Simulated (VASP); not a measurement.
The system is PbO2.

```
CELL_PARAMETERS angstrom
4.99496 0.00000 0.00000
0.00000 4.99496 0.00000
0.00000 0.00000 3.40900
ATOMIC_POSITIONS crystal
Pb 0.50000 0.50000 0.50000
Pb 0.00000 0.00000 0.00000
O 0.69257 0.69257 0.00000
O 0.80743 0.19257 0.50000
O 0.19257 0.80743 0.50000
O 0.30743 0.30743 0.00000
```

The cell is a database's computed one.

```yaml
Program: VASP 6.6.1
Task: relaxation of cell and atoms
Functional: LDA
Potentials_or_basis: VASP PAW LDA potentials, release 64 (Pb_d, O)
Cutoff: 600 eV
k_mesh: 6 × 6 × 8
Occupations: fermi-dirac, width 0.05 eV
Spin: no spin polarisation
```

At the start: pressure -3.7 GPa; volume 14.18 Å³/atom.

Q: How do energy, volume and symmetry change on relaxing?

A: Over 8 steps the energy falls by 4.4 meV/atom and the volume is 13.80 Å³/atom (-2.7 %); space group P4_2/mnm (No. 136, to 0.05 Å).

Step by step:
| step | energy change (eV) | largest force (eV/Å) | pressure (GPa) | volume (Å³) |
| --- | --- | --- | --- | --- |
| 1 | 0.0000 | 0.0400 | -3.70 | 85.05 |
| 2 | -0.0040 | 0.1175 | 3.71 | 81.09 |
| 3 | -0.0253 | 0.0377 | -0.05 | 82.94 |
| 4 | -0.0263 | 0.0066 | -0.04 | 82.85 |
| 5 | -0.0266 | 0.0207 | -0.01 | 82.77 |
| 6 | -0.0266 | 0.0238 | 0.01 | 82.76 |
| 7 | -0.0267 | 0.0089 | -0.02 | 82.77 |
| 8 | -0.0267 | 0.0014 | -0.03 | 82.77 |

Final structure:
```cif
data_structure
_symmetry_space_group_name_H-M 'P 1'
_symmetry_Int_Tables_number 1
_cell_length_a 4.9382
_cell_length_b 4.9382
_cell_length_c 3.3942
_cell_angle_alpha 90.000
_cell_angle_beta 90.000
_cell_angle_gamma 90.000
_cell_volume 82.77
loop_
_atom_site_label
_atom_site_type_symbol
_atom_site_fract_x
_atom_site_fract_y
_atom_site_fract_z
_atom_site_occupancy
Pb1 Pb 0.50000 0.50000 0.50000 1
Pb2 Pb 0.00000 0.00000 0.00000 1
O1 O 0.69266 0.69266 0.00000 1
O2 O 0.80734 0.19266 0.50000 1
O3 O 0.19266 0.80734 0.50000 1
O4 O 0.30734 0.30734 0.00000 1
```
